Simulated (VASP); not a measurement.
# Ge (Fd-3m) in VASP: band structure with HSE06

Aim: the band structure of Ge with HSE06.

All numbers are computed with VASP 6.6.1; they aren't measurements. Logs are shortened: lines on timing, memory, paths and dates and some standing lists are left out, and cuts for length are marked.

**What was measured.**

From “Temperature-dependent photoluminescence in Ge: experiment and theory”, 2020, arxiv:2003.00143, for a bulk crystal of Ge at 0 K: band gap 0.744 eV (indirect).

The results are compared with them further down.

**1. The crystal as given**

Symmetry: Fd-3m, No. 227, cubic system. The conventional cell has a = 5.658 Å, b = 5.658 Å, c = 5.658 Å, α = 90.00°, β = 90.00°, γ = 90.00°. Around Ge (site symmetry -43m) lie 4 Ge at 2.45 Å.

**2. Band structure, HSE06**

POSCAR

```
Ge
1.0
    0.0000000000      2.8289100000      2.8289100000
    2.8289100000      0.0000000000      2.8289100000
    2.8289100000      2.8289100000      0.0000000000
Ge
2
Direct
    0.0000000000      0.0000000000      0.0000000000
    0.2500000000      0.2500000000      0.2500000000
```

INCAR.step1

```
  PREC = Accurate
  ENCUT = 520
  EDIFF = 1E-5
  ISMEAR = 0
  SIGMA = 0.02
  LREAL = F
  LASPH = T
  NELM = 60
  ALGO = Normal
  ISIF = 2
  LWAVE = T
  LCHARG = F
  KPAR = 4
  GGA = PE
```

INCAR.step2

```
  PREC = Accurate
  ENCUT = 520
  EDIFF = 1E-7
  ISMEAR = 0
  SIGMA = 0.02
  LREAL = F
  LASPH = T
  NELM = 60
  ALGO = Normal
  ISIF = 2
  LWAVE = F
  LCHARG = F
  GGA = PE
  LHFCALC = T
  HFSCREEN = 0.2
  PRECFOCK = Fast
  KPAR = 4
  ISTART = 1
```

KPOINTS

```
regular mesh
0
Gamma
  6 6 6
```

KPOINTS_OPT

```
path GXWKGLUWLK,UX
8
line-mode
reciprocal
 0.0000000000  0.0000000000  0.0000000000  G
 0.5000000000  0.0000000000  0.5000000000  X

 0.5000000000  0.0000000000  0.5000000000  X
 0.5000000000  0.2500000000  0.7500000000  W

 0.5000000000  0.2500000000  0.7500000000  W
 0.3750000000  0.3750000000  0.7500000000  K

 0.3750000000  0.3750000000  0.7500000000  K
 0.0000000000  0.0000000000  0.0000000000  G

 0.0000000000  0.0000000000  0.0000000000  G
 0.5000000000  0.5000000000  0.5000000000  L

 0.5000000000  0.5000000000  0.5000000000  L
 0.6250000000  0.2500000000  0.6250000000  U

 0.6250000000  0.2500000000  0.6250000000  U
 0.5000000000  0.2500000000  0.7500000000  W

 0.5000000000  0.2500000000  0.7500000000  W
 0.5000000000  0.5000000000  0.5000000000  L

 0.5000000000  0.5000000000  0.5000000000  L
 0.3750000000  0.3750000000  0.7500000000  K

 0.6250000000  0.2500000000  0.6250000000  U
 0.5000000000  0.0000000000  0.5000000000  X
```

Potentials or basis: VASP PAW PBE potentials, release 64 (Ge_d).

On the command line:

```
cat potpaw_PBE.64/Ge_d/POTCAR > POTCAR
cp INCAR.step1 INCAR
mpirun -np 4 vasp_std > vasp.out
cp INCAR.step2 INCAR
mpirun -np 4 vasp_std > vasp.out
```

OUTCAR:

```text
PREC = Accurate
   ENCUT = 520
   EDIFF = 1E-7
   ISMEAR = 0
   LREAL = F
   LASPH = T
   NELM = 60
   ISIF = 2
   GGA = PE
   LHFCALC = T
   HFSCREEN = 0.2
   PRECFOCK = Fast
   ISTART = 1

 ion  position               nearest neighbor table
   1  0.000  0.000  0.000-   2 2.45   2 2.45   2 2.45   2 2.45
   2  0.250  0.250  0.250-   1 2.45   1 2.45   1 2.45   1 2.45

  LATTYP: Found a face centered cubic cell.
 ALAT       =     5.6578200000

  Lattice vectors:

 A1 = (   0.0000000000,   2.8289100000,   2.8289100000)
 A2 = (   2.8289100000,   0.0000000000,   2.8289100000)
 A3 = (   2.8289100000,   2.8289100000,   0.0000000000)

Analysis of symmetry for initial positions (statically):
=====================================================================
 Subroutine PRICEL returns:
 Original cell was already a primitive cell.

 Routine SETGRP: Setting up the symmetry group for a
 face centered cubic supercell.

 Subroutine GETGRP returns: Found 48 space group operations
 (whereof 24 operations were pure point group operations)
 out of a pool of 48 trial point group operations.

The static configuration has the point symmetry T_d .
 The point group associated with its full space group is O_h .

Analysis of symmetry for dynamics (positions and initial velocities):
=====================================================================
 Subroutine PRICEL returns:
 Original cell was already a primitive cell.

 Routine SETGRP: Setting up the symmetry group for a
 face centered cubic supercell.

 Subroutine GETGRP returns: Found 48 space group operations
 (whereof 24 operations were pure point group operations)
 out of a pool of 48 trial point group operations.

The dynamic configuration has the point symmetry T_d .
 The point group associated with its full space group is O_h .

 Subroutine INISYM returns: Found 48 space group operations
 (whereof 24 operations are pure point group operations),
 and found     1 'primitive' translations

----------------------------------------------------------------------------------------

                                     Primitive cell

  volume of cell :      45.2780

  direct lattice vectors                    reciprocal lattice vectors
     0.000000000  2.828910000  2.828910000    -0.176746521  0.176746521  0.176746521
     2.828910000  0.000000000  2.828910000     0.176746521 -0.176746521  0.176746521
     2.828910000  2.828910000  0.000000000     0.176746521  0.176746521 -0.176746521

  length of vectors
     4.000682889  4.000682889  4.000682889     0.306133954  0.306133954  0.306133954

  position of ions in fractional coordinates (direct lattice)
     0.000000000  0.000000000  0.000000000
     0.250000000  0.250000000  0.250000000

  ion indices of the primitive-cell ions
   primitive index   ion index
                 1           1
                 2           2

----------------------------------------------------------------------------------------

 KPOINTS: regular mesh

Automatic generation of k-mesh.
 Grid dimensions read from file:
 generate k-points for:    6    6    6

 Generating k-lattice:

  Cartesian coordinates                     Fractional coordinates (reciprocal lattice)
    -0.029457753  0.029457753  0.029457753     0.166666667  0.000000000  0.000000000
     0.029457753 -0.029457753  0.029457753     0.000000000  0.166666667  0.000000000
     0.029457753  0.029457753 -0.029457753     0.000000000  0.000000000  0.166666667

  Length of vectors
     0.051022326  0.051022326  0.051022326

  Shift w.r.t. Gamma in fractional coordinates (k-lattice)
     0.000000000  0.000000000  0.000000000

 Subroutine IBZKPT returns following result:
 ===========================================

 Found     16 irreducible k-points:

 Following reciprocal coordinates:
            Coordinates               Weight
  0.000000  0.000000  0.000000      1.000000
  0.166667  0.000000  0.000000      8.000000
  0.333333  0.000000  0.000000      8.000000
  0.500000  0.000000  0.000000      4.000000
  0.166667  0.166667  0.000000      6.000000
  0.333333  0.166667  0.000000     24.000000
[... 8 lines left out ...]
 -0.333333  0.333333  0.166667     24.000000
 -0.333333  0.500000  0.166667     12.000000
   k-points           NKPTS =     16   k-points in BZ     NKDIM =    216   number of bands    NBANDS=     18
   number of dos      NEDOS =    301   number of ions     NIONS =      2
   total plane-waves  NPLWV =  27000
   dimension x,y,z NGX =    30 NGY =   30 NGZ =   30
   dimension x,y,z NGXF=    60 NGYF=   60 NGZF=   60
   ions per type =               2
   NGX,Y,Z   is equivalent  to a cutoff of  12.47, 12.47, 12.47 a.u.
   NGXF,Y,Z  is equivalent  to a cutoff of  24.93, 24.93, 24.93 a.u.
 SYSTEM =  unknown system
   PREC   = accura    normal or accurate (medium, high low for compatibility)
   ISTART =      1    job   : 0-new  1-cont  2-samecut
   ICHARG =      0    charge: 1-file 2-atom 10-const
   ISPIN  =      1    spin polarized calculation?
   LNONCOLLINEAR =      F non collinear calculations
   LSORBIT =      F    spin-orbit coupling
   LASPH  =      T    aspherical Exc in radial PAW
   ENCUT  =  520.0 eV  38.22 Ry    6.18 a.u.   7.44  7.44  7.44*2*pi/ulx,y,z
   NELM   =     60;   NELMIN=  2; NELMDL=  0     # of ELM steps
   EDIFF  = 0.1E-06   stopping-criterion for ELM
   LREAL  =      F    real-space projection
   EDIFFG = 0.1E-05   stopping-criterion for IOM
   NSW    =      0    number of steps for IOM
   IBRION =     -1    ionic relax: 0-MD 1-quasi-New 2-CG
   NFREE  =      0    steps in history (QN), initial steepest desc. (CG)
   ISIF   =      2    stress and relaxation
   ISYM   =      3    0-nonsym 1-usesym 2-fastsym
   POTIM  = 0.5000    time-step for ionic-motion
   TEBEG  =    0.0;   TEEND  =   0.0 temperature during run
   PSTRESS=    0.0 pullay stress
   NELECT =      28.0000    total number of electrons
   NUPDOWN=      -1.0000    fix difference up-down
   EMIN   =  10.00;   EMAX   =-10.00  energy-range for DOS
   EFERMI =   0.00;   METHOD = LEGACY
   ISMEAR =     0;   SIGMA  =   0.02  broadening in eV -4-tet -1-fermi 0-gaus
   EFERMI_NEDOS =   21; number of points for ismear=-14 and -15
   IALGO  =     38    algorithm
   IMIX   =      1    mixing-type and parameters
     AMIX     =   0.40;   BMIX     =  1.00
     AMIX_MAG =   1.60;   BMIX_MAG =  1.00
  volume/ion in A,a.u.               =      22.64       152.78
  Fermi-wavevector in a.u.,A,eV,Ry     =   1.394756  2.635708 26.468033  1.945346
  Thomas-Fermi vector in A             =   2.518275
   LORBIT       =      0    0 simple, 1 ext, 2 COOP (PROOUT), +10 PAW based schemes
   GGA     = PE    functional components
   LHFCALC =     T    Hartree Fock is set to
   PRECFOCK=fast      Normal, Fast or Accurate (Low or Medium for compatibility)
   ENCUT4O =  -1.0   cutoff for four orbital integrals eV
   NKREDX  =     1    reduce k-point grid by
   NKREDY  =     1    reduce k-point grid by
   NKREDZ  =     1    reduce k-point grid by
   AEXX    =    0.2500 exact exchange contribution
   HFSCREEN=    0.2000 screening length (either q_TF or 0.3 A-1)
   HFSCREENC=   0.2000 screening length for correlation (either q_TF or 0.3 A-1)
   ENCUTFOCK=  -1.0 apply spherical cutoff to Coloumb kernel
   IVDW    =     0    specifies the selected vdW correction
   LEPSILON=     F    determine dielectric tensor
   LRPA    =     F    only Hartree local field effects (RPA)
 non-spin polarized calculation
 Gauss-broadening in eV      SIGMA  =   0.02
  energy-cutoff  :      520.00
  volume of cell :       45.28
 maximum number of plane-waves:      1243
 NGX is ok and might be reduce to    30
  NGX = 18; NGY = 18; NGZ = 18

 number of electron      28.0000022 magnetization

 Free energy of the ion-electron system (eV)
  ---------------------------------------------------
  ext. energy  EPLUGINS =         0.00000000
  ---------------------------------------------------
  free energy    TOTEN  =       -10.68379149 eV

  energy without entropy =      -10.68379149  energy(sigma->0) =      -10.68379149

 E-fermi :   4.8001     XC(G=0):  -8.2168

 val. band max:        4.6739750627   @ k =   0.0000   0.0000   0.0000
 cond. band min:       5.5029301217   @ k =   0.5000   0.0000   0.0000
 fundamental gap:      0.8289550590
 Fermi energy:         4.8000937425

 k-point     1 :       0.0000    0.0000    0.0000
  band No.  band energies     occupation
      1     -23.2920      2.00000
      2     -23.2920      2.00000
      3     -23.2920      2.00000
      4     -23.2546      2.00000
      5     -23.2546      2.00000
      6     -23.0469      2.00000
[... 10 lines left out ...]
     17       7.9064      0.00000
     18       7.9064      0.00000

 k-point     2 :       0.1667    0.0000    0.0000
  band No.  band energies     occupation
      1     -23.3040      2.00000
      2     -23.3040      2.00000
      3     -23.2878      2.00000
      4     -23.2372      2.00000
      5     -23.2372      2.00000
      6     -23.0620      2.00000
[... 10 lines left out ...]
     17       8.6411      0.00000
     18       9.6549      0.00000

 k-point     3 :       0.3333    0.0000    0.0000
  band No.  band energies     occupation
      1     -23.3145      2.00000
      2     -23.3145      2.00000
      3     -23.2794      2.00000
      4     -23.2181      2.00000
      5     -23.2181      2.00000
      6     -23.0751      2.00000
[... 10 lines left out ...]
     17       9.1967      0.00000
     18      12.7003      0.00000

 k-point     4 :       0.5000    0.0000    0.0000
  band No.  band energies     occupation
      1     -23.3171      2.00000
      2     -23.3171      2.00000
      3     -23.2750      2.00000
      4     -23.2127      2.00000
      5     -23.2127      2.00000
      6     -23.0777      2.00000
[... 10 lines left out ...]
     17       9.1455      0.00000
     18      12.6096      0.00000

 k-point     5 :       0.1667    0.1667    0.0000
  band No.  band energies     occupation
      1     -23.3018      2.00000
      2     -23.3018      2.00000
      3     -23.3008      2.00000
      4     -23.2389      2.00000
      5     -23.2171      2.00000
      6     -23.0962      2.00000
[... 10 lines left out ...]
     17       9.8861      0.00000
     18       9.8861      0.00000

 k-point     6 :       0.3333    0.1667    0.0000
  band No.  band energies     occupation
      1     -23.3222      2.00000
      2     -23.3125      2.00000
      3     -23.2815      2.00000
      4     -23.2184      2.00000
      5     -23.1916      2.00000
      6     -23.1212      2.00000
[... 139 lines left out ...]
 k-point    13 :       0.5000    0.5000    0.0000
  band No.  band energies     occupation
      1     -23.3269      2.00000
      2     -23.3269      2.00000
      3     -23.2400      2.00000
      4     -23.2400      2.00000
      5     -23.1398      2.00000
      6     -23.1398      2.00000
[... 10 lines left out ...]
     17      15.4979      0.00000
     18      15.4980      0.00000

 k-point    14 :       0.5000    0.3333    0.1667
  band No.  band energies     occupation
      1     -23.3320      2.00000
      2     -23.3288      2.00000
      3     -23.2531      2.00000
      4     -23.1978      2.00000
      5     -23.1634      2.00000
      6     -23.1484      2.00000
[... 10 lines left out ...]
     17       9.7170      0.00000
     18      12.8050      0.00000

 k-point    15 :      -0.3333    0.3333    0.1667
  band No.  band energies     occupation
      1     -23.3421      2.00000
      2     -23.3318      2.00000
      3     -23.2311      2.00000
      4     -23.1797      2.00000
      5     -23.1573      2.00000
      6     -23.1502      2.00000
[... 10 lines left out ...]
     17      11.6950      0.00000
     18      11.7286      0.00000

 k-point    16 :      -0.3333    0.5000    0.1667
  band No.  band energies     occupation
      1     -23.3376      2.00000
      2     -23.3376      2.00000
      3     -23.2106      2.00000
      4     -23.2106      2.00000
      5     -23.1435      2.00000
      6     -23.1435      2.00000
[... 10 lines left out ...]
     17      12.2205      0.00000
     18      12.2205      0.00000

------------------------ aborting loop because EDIFF is reached ----------------------------------------

  FORCE on cell =-STRESS in cart. coord.  units (eV):
  Direction    XX          YY          ZZ          XY          YZ          ZX
  --------------------------------------------------------------------------------------
  -------------------------------------------------------------------------------------
  Total        0.2567756      0.2567756      0.2567756     -0.0000000     -0.0000000     -0.0000000
  in kB        9.0860879      9.0860879      9.0860879     -0.0000000     -0.0000000     -0.0000000
  external PRESSURE =       9.0860879 kB  Pullay stress =       0.0000000 kB

 VOLUME and BASIS-vectors are now :
 -----------------------------------------------------------------------------
  energy-cutoff  :      520.00
  volume of cell :       45.28
      direct lattice vectors                 reciprocal lattice vectors
     0.000000000  2.828910000  2.828910000    -0.176746521  0.176746521  0.176746521
     2.828910000  0.000000000  2.828910000     0.176746521 -0.176746521  0.176746521
     2.828910000  2.828910000  0.000000000     0.176746521  0.176746521 -0.176746521

 POSITION                                       TOTAL-FORCE (eV/Angst)
 -----------------------------------------------------------------------------------
      0.00000      0.00000      0.00000         0.000000      0.000000      0.000000
      1.41446      1.41446      1.41446        -0.000000     -0.000000     -0.000000
 -----------------------------------------------------------------------------------
    total drift:                                0.000000      0.000000     -0.000000

  FREE ENERGIE OF THE ION-ELECTRON SYSTEM (eV)
  ---------------------------------------------------
  free  energy   TOTEN  =       -10.6837914885 eV

  energy  without entropy=      -10.6837914885  energy(sigma->0) =      -10.68379149
```

It took 58 min on 4 MPI ranks of AMD EPYC 7R13 (Zen 3), shared host; peak memory 0.3 GiB.

What came out:

* Free energy: -10.6838 eV
* Pressure: 0.9 GPa
* Band gap on the k mesh: 0.83 eV, indirect (least direct gap 0.90 eV)
* Band gap along the path: 0.83 eV, indirect (least direct gap 0.90 eV)

Levels at the corners of the path, in eV from the valence-band top:
```csv
point,band 11,band 12,band 13,band 14,band 15,band 16,band 17,band 18
Γ,-14.06,0.00,0.00,0.00,0.90,3.23,3.23,3.23
X,-9.72,-9.72,-3.36,-3.36,1.28,1.28,10.82,10.82
X,-9.72,-9.72,-3.36,-3.36,1.28,1.28,10.82,10.82
W,-9.60,-9.60,-4.25,-4.25,5.24,5.24,5.43,5.43
W,-9.60,-9.60,-4.25,-4.25,5.24,5.24,5.43,5.43
K,-10.24,-9.06,-4.73,-2.87,1.73,4.87,8.32,8.47
K,-10.24,-9.06,-4.73,-2.87,1.73,4.87,8.32,8.47
Γ,-14.06,0.00,0.00,0.00,0.90,3.23,3.23,3.23
Γ,-14.06,0.00,0.00,0.00,0.90,3.23,3.23,3.23
L,-11.73,-8.31,-1.53,-1.53,0.83,4.47,4.47,7.94
L,-11.73,-8.31,-1.53,-1.53,0.83,4.47,4.47,7.94
U,-10.24,-9.06,-4.73,-2.87,1.73,4.87,8.33,8.48
U,-10.24,-9.06,-4.73,-2.87,1.73,4.87,8.32,8.47
W,-9.60,-9.60,-4.25,-4.25,5.24,5.24,5.43,5.43
W,-9.60,-9.60,-4.25,-4.25,5.24,5.24,5.43,5.43
L,-11.73,-8.31,-1.53,-1.53,0.83,4.47,4.47,7.94
L,-11.73,-8.31,-1.53,-1.53,0.83,4.47,4.47,7.94
K,-10.24,-9.06,-4.73,-2.87,1.73,4.87,8.32,8.47
U,-10.24,-9.06,-4.73,-2.87,1.73,4.87,8.32,8.47
X,-9.72,-9.72,-3.36,-3.36,1.28,1.28,10.82,10.82
```

Caveat: the PAW data sets were made with another functional, which shifts forces and pressure a little.

**3. Against experiment**

Step 2. A measured gap of Ge is 0.744 eV (indirect; 0 K; “Temperature-dependent photoluminescence in Ge: experiment and theory”, 2020, arxiv:2003.00143); the calculated 0.83 eV misses it by +0.08 eV. 2 values of this kind are on record (0.666 to 0.744 eV); this one was drawn at random. Spin-orbit coupling on Ge is left out. The value is that of HSE06, without temperature or zero-point motion.
